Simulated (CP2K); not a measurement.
# CuO (P1) in CP2K: a series of runs

One crystal, CuO, is run at these levels: rev-vdW-DF2, optB88-vdW, OLYP, HLE17; tasks: atomic charges.

Everything below comes from runs of CP2K 2026.2. Logs are shortened: lines on timing, memory, paths and dates and some standing lists are left out, and cuts for length are marked.

## (1) The cell of the first run

The typed cell holds 4 atoms: a = 2.993 Å, b = 2.993 Å, c = 5.184 Å, α = 73.22°, β = 73.22°, γ = 60.00°.

The cell comes from a database or a generator and needn't be the stable form of this composition.

## (2) Atomic charges, rev-vdW-DF2 (atoms moved 0.2 Å in one direction)

cuo_charges.inp

```
&GLOBAL
  PROJECT cuo_charges
  RUN_TYPE ENERGY_FORCE
  PRINT_LEVEL LOW
&END GLOBAL
&FORCE_EVAL
  METHOD QS
  STRESS_TENSOR ANALYTICAL
  &DFT
    BASIS_SET_FILE_NAME BASIS_MOLOPT_UZH
    POTENTIAL_FILE_NAME POTENTIAL_UZH
    &MGRID
      CUTOFF 850
      REL_CUTOFF 60
      NGRIDS 4
    &END MGRID
    &QS
      METHOD GPW
      EPS_DEFAULT 1.0E-9
    &END QS
    &KPOINTS
      SCHEME MONKHORST-PACK 10 10 6
      GAMMA_CENTERED T
      SYMMETRY T
      SYMMETRY_BACKEND SPGLIB
    &END KPOINTS
    &SCF
      SCF_GUESS ATOMIC
      EPS_SCF 1.0E-6
      MAX_SCF 100
      ADDED_MOS 20
      CHOLESKY OFF
      EPS_EIGVAL 1.0E-7
      &DIAGONALIZATION ON
        ALGORITHM STANDARD
      &END DIAGONALIZATION
      &MIXING ON
        METHOD BROYDEN_MIXING
        ALPHA 0.4
        BETA 1.5
        NBUFFER 8
      &END MIXING
      &SMEAR ON
        METHOD FERMI_DIRAC
        ELECTRONIC_TEMPERATURE [K] 580.226
      &END SMEAR
    &END SCF
    &XC
      &XC_FUNCTIONAL
        &GGA_X_B86_R
        &END GGA_X_B86_R
        &LDA_C_PW
        &END LDA_C_PW
      &END XC_FUNCTIONAL
      &VDW_POTENTIAL
        POTENTIAL_TYPE NON_LOCAL
        &NON_LOCAL
          TYPE LMKLL
          KERNEL_FILE_NAME vdW_kernel_table.dat
          CUTOFF 300
        &END NON_LOCAL
      &END VDW_POTENTIAL
    &END XC
    &PRINT
      &KPOINTS ON
      &END KPOINTS
      &MULLIKEN ON
      &END MULLIKEN
      &MO ON
        ENERGIES T
        OCCUPATION_NUMBERS T
        &EACH
          QS_SCF 0
        &END EACH
        ADD_LAST NUMERIC
      &END MO
      &LOWDIN ON
      &END LOWDIN
      &HIRSHFELD ON
        SHAPE_FUNCTION GAUSSIAN
      &END HIRSHFELD
      &VORONOI ON
        VORONOI_RADII COVALENT
      &END VORONOI
    &END PRINT
  &END DFT
  &SUBSYS
    &CELL
      ABC 2.9932678576 2.9932678576 5.1844920100
      ALPHA_BETA_GAMMA 73.2213451185 73.2213451189 59.9999999999
      PERIODIC XYZ
    &END CELL
    &COORD
      Cu  2.9525137524 1.6581478103 2.3853684233
      Cu  2.9525137524 3.3863118137 4.8293613948
      O   4.5306558916 2.6622621981 3.7246140055
      O   1.5373880340 0.9340981947 1.2806210340
    &END COORD
    &KIND Cu
      BASIS_SET TZVP-MOLOPT-PBE-GTH-q11
      POTENTIAL GTH-PBE-q11
    &END KIND
    &KIND O
      BASIS_SET TZVP-MOLOPT-PBE-GTH-q6
      POTENTIAL GTH-PBE-q6
    &END KIND
    &PRINT
      &ATOMIC_COORDINATES ON
      &END ATOMIC_COORDINATES
      &CELL ON
      &END CELL
      &SYMMETRY ON
      &END SYMMETRY
    &END PRINT
  &END SUBSYS
  &PRINT
    &FORCES ON
    &END FORCES
    &STRESS_TENSOR ON
    &END STRESS_TENSOR
  &END PRINT
&END FORCE_EVAL
```

Potentials or basis: POTENTIAL_UZH Cu GTH-PBE-q11, O GTH-PBE-q6; TZVP-MOLOPT-PBE-GTH basis.

Started as:

```sh
> OMP_NUM_THREADS=1 mpirun -n 2 cp2k.psmp -i cuo_charges.inp -o cuo_charges.out
```

cuo_charges.out:

```text

 CP2K| version string:                                       CP2K version 2026.2
 CP2K| Input file name                                           cuo_charges.inp

 GLOBAL| Force Environment number                                              1
 GLOBAL| Basis set file name                                    BASIS_MOLOPT_UZH
 GLOBAL| Potential file name                                       POTENTIAL_UZH
 GLOBAL| MM Potential file name                                     MM_POTENTIAL
 GLOBAL| Coordinate file name                                      __STD_INPUT__
 GLOBAL| Method name                                                        CP2K
 GLOBAL| Project name                                                cuo_charges
 GLOBAL| Run type                                                   ENERGY_FORCE
 GLOBAL| FFT library                                                       FFTW3
 GLOBAL| Diagonalization library                                       ScaLAPACK
 GLOBAL| Cholesky decomposition library                                ScaLAPACK
 GLOBAL| DGEMM library                                                      BLAS
 GLOBAL| Direct generalized diagonalization requested                          F
 GLOBAL| Matrix multiplication library                                 ScaLAPACK
 GLOBAL| Global print level                                                  LOW
 GLOBAL| Total number of message passing processes                             2
 GLOBAL| Number of threads for this process                                    1
 GLOBAL| CPU model name                                                  UNKNOWN

 CELL| Volume [angstrom^3]:                                            37.927284
 CELL| Vector a [angstrom]:       2.993     0.000     0.000   |a| =     2.993268
 CELL| Vector b [angstrom]:       1.497     2.592     0.000   |b| =     2.993268
 CELL| Vector c [angstrom]:       1.497     0.864     4.888   |c| =     5.184492
 CELL| Angle (b,c), alpha [degree]:                                    73.221345
 CELL| Angle (a,c), beta  [degree]:                                    73.221345
 CELL| Angle (a,b), gamma [degree]:                                    60.000000
 CELL| Numerically orthorhombic:                                              NO
 CELL| Periodicity                                                           XYZ

 CELL_REF| Volume [angstrom^3]:                                        37.927284
 CELL_REF| Vector a [angstrom     2.993     0.000     0.000   |a| =     2.993268
 CELL_REF| Vector b [angstrom     1.497     2.592     0.000   |b| =     2.993268
 CELL_REF| Vector c [angstrom     1.497     0.864     4.888   |c| =     5.184492
 CELL_REF| Angle (b,c), alpha [degree]:                                73.221345
 CELL_REF| Angle (a,c), beta  [degree]:                                73.221345
 CELL_REF| Angle (a,b), gamma [degree]:                                60.000000
 CELL_REF| Numerically orthorhombic:                                          NO
[... 10 lines left out ...]
 TOTAL NUMBERS AND MAXIMUM NUMBERS

  Total number of            - Atomic kinds:                                   2
                             - Atoms:                                          4
                             - Shell sets:                                     4
                             - Shells:                                        34
                             - Primitive Cartesian functions:                 22
                             - Cartesian basis functions:                    116
                             - Spherical basis functions:                    102

  Maximum angular momentum of- Orbital basis functions:                        3
                             - Local part of the GTH pseudopotential:          2
                             - Non-local part of the GTH pseudopotential:      4

 MODULE QUICKSTEP: ATOMIC COORDINATES IN ANGSTROM

   Atom Kind Element         X             Y             Z       Z(eff)     Mass
      1    1 Cu   29      2.952514      1.658148      2.385368  11.0000  63.5460
      2    1 Cu   29      2.952514      3.386312      4.829361  11.0000  63.5460
      3    2 O     8      4.530656      2.662262      3.724614   6.0000  15.9994
      4    2 O     8      1.537388      0.934098      1.280621   6.0000  15.9994

 Crystal Symmetry Information
       International Symbol:                                                  P1
       Point Group Symbol:                                                     1
       Schoenflies Symbol:                                                  C1^1
       Number of Symmetry Operations:                                          2

 SCF PARAMETERS         Density guess:                                    ATOMIC
                        --------------------------------------------------------
                        max_scf:                                             100
[... 28 lines left out ...]
    13 Broy./Diag. 0.40E+00   12.2     0.00000488      -127.6535091565 -5.26E-06
    14 Broy./Diag. 0.40E+00   12.2     0.00000030      -127.6535124378 -3.28E-06

  *** SCF run converged in    14 steps ***

  Electronic density on regular grids:        -33.9999996310        0.0000003690
  Core density on regular grids:               33.9999999732       -0.0000000268
  Total charge density on r-space grids:        0.0000003422
  Total charge density g-space grids:           0.0000003422

  Overlap energy of the core charge distribution:               0.00000001290766
  Self energy of the core charge distribution:               -212.41984136823689
  Core Hamiltonian energy:                                     68.04828393622226
  Hartree energy:                                              39.23007126615366
  Exchange-correlation energy:                                -22.70850234086946
  Dispersion energy:                                            0.19740259955983
  Electronic entropic energy:                                  -0.00092654345742
  Fermi energy:                                                 0.23306727470834

  Total energy:                                              -127.65351243775237
  Total energy (extrapolated to T->0):                       -127.65304916602366

 MO| EIGENVALUES AND OCCUPATION NUMBERS FOR K POINT 1
 MO|
 MO|  Index      Eigenvalue [a.u.]        Eigenvalue [eV]             Occupation
 MO|      1              -0.454378             -12.364242               2.000000
 MO|      2              -0.440578             -11.988741               2.000000
 MO|      3              -0.016293              -0.443368               2.000000
 MO|      4               0.004525               0.123139               2.000000
 MO|      5               0.022118               0.601854               2.000000
 MO|      6               0.050023               1.361197               2.000000
[... 588 lines left out ...]
 MO|     36               1.433099              38.996604               0.000000
 MO|     37               1.496470              40.721011               0.000000
 MO| Sum:                                                              34.000075
 MO| E(Fermi):            0.233067 a.u.          6.342083 eV

 [... the levels of further k-points ...]

 !-----------------------------------------------------------------------------!
                     Mulliken Population Analysis

 #  Atom  Element  Kind  Atomic population                           Net charge
       1     Cu       1          9.924370                              1.075630
       2     Cu       1          9.924441                              1.075559
       3     O        2          7.075601                             -1.075601
       4     O        2          7.075588                             -1.075588
 # Total charge                             34.000000                  0.000000

 !-----------------------------------------------------------------------------!

 !-----------------------------------------------------------------------------!
                           Hirshfeld Charges

  #Atom  Element  Kind  Ref Charge     Population                    Net charge
      1       Cu     1      11.000         11.514                        -0.514
      2       Cu     1      11.000         11.514                        -0.514
      3       O      2       6.000          5.486                         0.514
      4       O      2       6.000          5.486                         0.514

  Total Charge                                                            0.000
 !-----------------------------------------------------------------------------!

 VORONOI| Collecting electron density from MPI ranks and sending to library...
 VORONOI| Voronoi integration finished.

 LOWDIN POPULATION ANALYSIS

 #  Atom  Element  Kind  Atomic population                           Net charge
       1     Cu       1         11.961579                             -0.961579
       2     Cu       1         11.961580                             -0.961580
       3     O        2          5.038420                              0.961580
       4     O        2          5.038421                              0.961579
 # Total charge                             34.000000                  0.000000

 ENERGY| Total FORCE_EVAL ( QS ) energy [hartree]           -127.653514595087373

 FORCES| Atomic forces [hartree/bohr]
 FORCES|   Atom     x               y               z               |f|
 FORCES|      1  1.29346534E-02  1.72161566E-02  1.57672507E-02   2.66890896E-02
 FORCES|      2  1.29346136E-02  1.72161135E-02  1.57673463E-02   2.66890989E-02
 FORCES|      3 -1.23965359E-02 -1.67064740E-02 -1.56168617E-02   2.60128188E-02
 FORCES|      4 -1.23965394E-02 -1.67065006E-02 -1.56168639E-02   2.60128390E-02
 FORCES| Sum     1.07619173E-03  1.01929549E-03  3.00871390E-04
 FORCES| Total atomic force                                       1.51250637E-03

 STRESS| Analytical stress tensor [bar]
 STRESS|                        x                   y                   z
 STRESS|      x        8.77709791609E+04   1.96885160858E+04   3.40138021348E+04
 STRESS|      y        1.96885160858E+04   3.40058171484E+04   1.45668686438E+04
 STRESS|      z        3.40138021348E+04   1.45668686438E+04   5.98115379288E+04
 STRESS| 1/3 Trace                                             6.05294447461E+04
 STRESS| Determinant                                           1.16878946106E+14

 STRESS| Eigenvectors and eigenvalues of the analytical stress tensor [bar]
 STRESS|                        1                   2                   3
 STRESS| Eigenvalues   2.67392525853E+04   3.71318994024E+04   1.17717182250E+05
 STRESS|      x          -0.172480550182     -0.581397160408      0.795127537995
 STRESS|      y           0.954556321243      0.100522623510      0.280566269779
 STRESS|      z          -0.243048738700      0.807386242162      0.537638137211
```

It took 3.4 min on 2 MPI ranks of Arm Neoverse V1, shared host.

Results:

```
Free energy            : -3473.6288 eV
Pressure               : 6.1 GPa
Largest force          : 1.372 eV/Å
Band gap on the k mesh : none (metal or under the smearing width)
Mulliken charges       : Cu +1.08; O -1.08 e
Hirshfeld charges      : Cu -0.51; O +0.51 e
Voronoi charges        : Cu -0.73; O +0.73 e
```

Forces in eV/Å, atoms in the order of the input:
```
Cu   0.665  0.885  0.811
Cu   0.665  0.885  0.811
O   -0.637 -0.859 -0.803
O   -0.637 -0.859 -0.803
```

Caveat: Hirshfeld charges from Gaussian shapes aren't those from atomic densities; Mulliken charges move with the basis; the potentials were made for another functional, which shifts forces and pressure; the basis of atomic orbitals isn't converged, which shifts pressures, moduli and gaps; the run has no spin polarisation, though such a crystal can be magnetic; semilocal functionals often make such compounds metallic where correlation or magnetic order opens a gap, which also shifts bond lengths.

## (3) Atomic charges, optB88-vdW (atoms moved 0.2 Å in one direction)

Changes to cuo_charges.inp since step 2:

```diff
@@ -49,4 +49,4 @@
       &XC_FUNCTIONAL
-        &GGA_X_B86_R
-        &END GGA_X_B86_R
+        &GGA_X_OPTB88_VDW
+        &END GGA_X_OPTB88_VDW
         &LDA_C_PW
@@ -57,3 +57,3 @@
         &NON_LOCAL
-          TYPE LMKLL
+          TYPE DRSLL
           KERNEL_FILE_NAME vdW_kernel_table.dat
```

Potentials or basis: POTENTIAL_UZH Cu GTH-PBE-q11, O GTH-PBE-q6; TZVP-MOLOPT-PBE-GTH basis.

Started as:

```sh
> OMP_NUM_THREADS=1 mpirun -n 2 cp2k.psmp -i cuo_charges.inp -o cuo_charges.out
```

Run time: 3.3 min. Hardware: 2 MPI ranks of Arm Neoverse V1, shared host.

It converged, with:

* Free energy: -3482.2579 eV
* Pressure: 8.6 GPa
* Largest force: 1.385 eV/Å
* Band gap on the k mesh: none (metal or under the smearing width)
* Mulliken charges: Cu +1.15; O -1.15 e
* Hirshfeld charges: Cu -0.50; O +0.50 e
* Voronoi charges: Cu -0.71; O +0.71 e

Forces in eV/Å, atoms in the order of the input:
```
Cu   0.659  0.869  0.803
Cu   0.659  0.869  0.803
O   -0.666 -0.902 -0.813
O   -0.666 -0.902 -0.813
```

Stress tensor (GPa, compression positive):
```
11.36  1.94  3.42
 1.94  5.91  1.45
 3.42  1.45  8.52
```

Caveat: Hirshfeld charges from Gaussian shapes aren't those from atomic densities; Mulliken charges move with the basis; the potentials were made for another functional, which shifts forces and pressure; the basis of atomic orbitals isn't converged, which shifts pressures, moduli and gaps; the run has no spin polarisation, though such a crystal can be magnetic; semilocal functionals often make such compounds metallic where correlation or magnetic order opens a gap, which also shifts bond lengths.

## (4) Atomic charges, OLYP (atoms moved 0.2 Å in one direction)

Changes to cuo_charges.inp since step 3:

```diff
@@ -49,15 +49,7 @@
       &XC_FUNCTIONAL
-        &GGA_X_OPTB88_VDW
-        &END GGA_X_OPTB88_VDW
-        &LDA_C_PW
-        &END LDA_C_PW
+        &GGA_X_OPTX
+        &END GGA_X_OPTX
+        &GGA_C_LYP
+        &END GGA_C_LYP
       &END XC_FUNCTIONAL
-      &VDW_POTENTIAL
-        POTENTIAL_TYPE NON_LOCAL
-        &NON_LOCAL
-          TYPE DRSLL
-          KERNEL_FILE_NAME vdW_kernel_table.dat
-          CUTOFF 300
-        &END NON_LOCAL
-      &END VDW_POTENTIAL
     &END XC
```

Started as:

```sh
> OMP_NUM_THREADS=1 mpirun -n 2 cp2k.psmp -i cuo_charges.inp -o cuo_charges.out
```

Run time: 3.9 min. Hardware: 2 MPI ranks of Arm Neoverse V1, shared host.

Results (log left out):

| Property | Result |
| --- | --- |
| Free energy | -3475.0367 eV |
| Pressure | 8.4 GPa |
| Band gap on the k mesh | none (metal or under the smearing width) |
| Mulliken charges | Cu +1.02; O -1.02 e |
| Hirshfeld charges | Cu -0.48; O +0.48 e |
| Voronoi charges | Cu -0.69; O +0.69 e |

Stress tensor (GPa, compression positive):
```
10.94  1.85  3.23
 1.85  5.97  1.42
 3.23  1.42  8.35
```

Caveat: the forces don't sum to zero, a sign of grid noise; Hirshfeld charges from Gaussian shapes aren't those from atomic densities; Mulliken charges move with the basis; the potentials were made for another functional, which shifts forces and pressure; the basis of atomic orbitals isn't converged, which shifts pressures, moduli and gaps; the run has no spin polarisation, though such a crystal can be magnetic; semilocal functionals often make such compounds metallic where correlation or magnetic order opens a gap, which also shifts bond lengths.

## (5) Atomic charges, HLE17 (atoms moved 0.2 Å in one direction)

Changes to cuo_charges.inp since step 4:

```diff
@@ -49,6 +49,4 @@
       &XC_FUNCTIONAL
-        &GGA_X_OPTX
-        &END GGA_X_OPTX
-        &GGA_C_LYP
-        &END GGA_C_LYP
+        &MGGA_XC_HLE17
+        &END MGGA_XC_HLE17
       &END XC_FUNCTIONAL
```

Started as:

```sh
> OMP_NUM_THREADS=1 mpirun -n 2 cp2k.psmp -i cuo_charges.inp -o cuo_charges.out
```

It took 6.1 min on 2 MPI ranks of Arm Neoverse V1, shared host.

It converged, with:

| Property | Result |
| --- | --- |
| Free energy | -3588.1866 eV |
| Pressure | -12.1 GPa |
| Band gap on the k mesh | none (metal or under the smearing width) |
| Mulliken charges | Cu +1.19; O -1.19 e |
| Hirshfeld charges | Cu -0.39; O +0.39 e |
| Voronoi charges | Cu -0.57, -0.56; O +0.57 e |

Stress tensor (GPa, compression positive):
```
-10.16   1.54   2.61
  1.54 -14.01   1.28
  2.61   1.28 -12.14
```

Caveat: the forces don't sum to zero, a sign of grid noise; Hirshfeld charges from Gaussian shapes aren't those from atomic densities; Mulliken charges move with the basis; the potentials were made for another functional, which shifts forces and pressure; the potentials were made for a functional far from this one; the basis of atomic orbitals isn't converged, which shifts pressures, moduli and gaps; the run has no spin polarisation, though such a crystal can be magnetic; semilocal functionals often make such compounds metallic where correlation or magnetic order opens a gap, which also shifts bond lengths.

## (6) Overview

| level | cutoff of the non-local correlation (Ry) | gap on the mesh (eV) | pressure (GPa) | largest force (eV/Å) |
| --- | --- | --- | --- | --- |
| rev-vdW-DF2 | 300 | none | 6.1 | 1.37 |
| optB88-vdW | 300 | none | 8.6 | 1.38 |
| OLYP | - | none | 8.4 | - |
| HLE17 | - | none | -12.1 | - |

Alike in all rows: task atomic charges; potentials or basis POTENTIAL_UZH Cu GTH-PBE-q11, O GTH-PBE-q6; TZVP-MOLOPT-PBE-GTH basis; no spin polarisation; cell atoms moved 0.2 Å in one direction; k mesh 10 × 10 × 6; smearing fermi-dirac 0.05 eV.

Caveats: the potentials were made for another functional, which shifts forces and pressure; the basis of atomic orbitals isn't converged, which shifts pressures, moduli and gaps; the run has no spin polarisation, though such a crystal can be magnetic; semilocal functionals often make such compounds metallic where correlation or magnetic order opens a gap, which also shifts bond lengths; the forces don't sum to zero, a sign of grid noise (some runs); the potentials were made for a functional far from this one (some runs).

Total energies depend on the potentials used, so only differences within one code and one set of settings carry meaning.
